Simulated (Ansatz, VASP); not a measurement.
# One calculation of C, two programs

```
C
1.0
     2.01364    0.00000    0.00000
    -1.00682    1.74387    0.00000
     0.00000    0.00000    1.58509
C
1
Direct
  0.00000 0.00000 0.00000
```

Alike in both runs: functional PBE; k mesh 9 × 9 × 8; occupations gaussian, width 0.1 eV; no spin polarisation.

Ansatz relaxed the structure, and its values are those at the end. VASP's run is a single point on that final structure, the one shown.

|  | VASP | Ansatz |
| --- | --- | --- |
| version | VASP 6.6.1 | Ansatz 0.2.0 |
| potentials or method | VASP PAW PBE potentials, release 64 (C) | scalar-relativistic, plane waves, PAW |
| plane-wave cutoff (eV) | 520 | 420 |
| valence electrons in the cell | 4 | 4 |

```csv
,VASP,Ansatz,Ansatz less VASP
gap on the k mesh at the Fermi level (eV),none,none,-
pressure (GPa),0.3,0.0,-0.30
```

A gap of «none» marks a metal or a gap that the smearing closes.

Caveats: the k mesh is coarse (spacing up to 0.50 Å⁻¹), so the values aren't converged.
